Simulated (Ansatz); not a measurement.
Runs of Ansatz 0.2.0 on SrO. The structure is cubic, space group Fm-3m (No. 225). Conventional cell: a = 5.133 Å, b = 5.133 Å, c = 5.133 Å, α = 90.00°, β = 90.00°, γ = 90.00°. Sr (site symmetry m-3m) has 6 O at 2.57 Å as nearest neighbours. O (site symmetry m-3m) has 6 Sr at 2.57 Å as nearest neighbours. 

| task | level | spin | cell | k mesh | smearing | points for each segment of the path | q mesh | mesh quality | gap on the mesh (eV) | pressure (GPa) | relaxed volume (Å³/atom) |
| --- | --- | --- | --- | --- | --- | --- | --- | --- | --- | --- | --- |
| single point | PBEsol | off | as given | 9 × 9 × 9 | gaussian 0.05 eV | - | - | not flagged | 3.26 | -0.6 | - |
| relaxation of cell and atoms | RPBE+D3(BJ) | off | relaxed | 9 × 9 × 9 | fermi-dirac 0.05 eV | - | - | not flagged | 3.34 | 0.0 | 14.72 |
| relaxation of cell and atoms | RPBE+D4 | off | relaxed | 9 × 9 × 9 | fermi-dirac 0.05 eV | - | - | not flagged | 3.50 | 0.0 | (a) |
| single point | PBE0 | SOC, no magnetisation | as given | 4 × 4 × 4 | fermi-dirac 0.05 eV | - | - | coarse | 5.50 | 1.1 | - |
| band structure | PBE0 | off | as given | 5 × 5 × 5 | fermi-dirac 0.05 eV | 4 | - | coarse | 5.72 | 1.1 | - |
| Born charges and dielectric tensor | PBEsol | off | as given | 9 × 9 × 9 | fixed | - | - | not flagged | 3.26 | - | - |
| single point | LDA | SOC, no magnetisation | as given | 7 × 7 × 7 | gaussian 0.01 eV | - | - | not flagged | 3.23 | -3.8 | - |
| relaxation of cell and atoms | PBEsol+D3(BJ) | off | relaxed | 9 × 9 × 9 | fermi-dirac 0.05 eV | - | - | not flagged | 3.23 | 0.0 | 16.35 |
| relaxation of cell and atoms | PBEsol+D4 | off | relaxed | 9 × 9 × 9 | fermi-dirac 0.05 eV | - | - | not flagged | 3.25 | 0.0 | 16.62 |
| phonons | PBEsol | off | as given | 7 × 7 × 7 | fixed | 8 | 2 × 2 × 2 | not flagged | 3.30 | - | - |
| relaxation of cell and atoms | revPBE+D3(BJ) | off | relaxed | 9 × 9 × 9 | fermi-dirac 0.05 eV | - | - | not flagged | (c) | 0.0 | (b) |
| relaxation of cell and atoms | PBEsol0 | off | relaxed | 5 × 5 × 5 | fermi-dirac 0.05 eV | - | - | coarse | 5.63 | 0.0 | 16.60 |

Alike in all rows: potentials or basis Ansatz PAW; cutoff (eV) 420.

Estimate the missing entries.

(a) 17.53; (b) 17.12; (c) 3.46.

Caveats: some runs use coarse meshes; the PAW data sets come from PBE, with cores solved anew for the run's functional, which leaves a small shift of forces and pressure; odd divisions of the mesh miss points on the zone boundary, where band edges often lie, so the gap on the mesh can be too wide (some runs); the plane-wave basis is chosen anew once the cell has moved, so the energies of steps on either side of that aren't comparable (some runs); the thresholds are loose for stress (some runs); the volume moved by -13 % from the deposited cell, more than functionals usually miss (some runs); the k mesh misses the band edges, so the gap on the mesh is wider than the one along the path (some runs).

A k mesh can miss the band edges, and rows without SOC leave out spin-orbit coupling on Sr.

Runs at the PBE level aren't shown here.
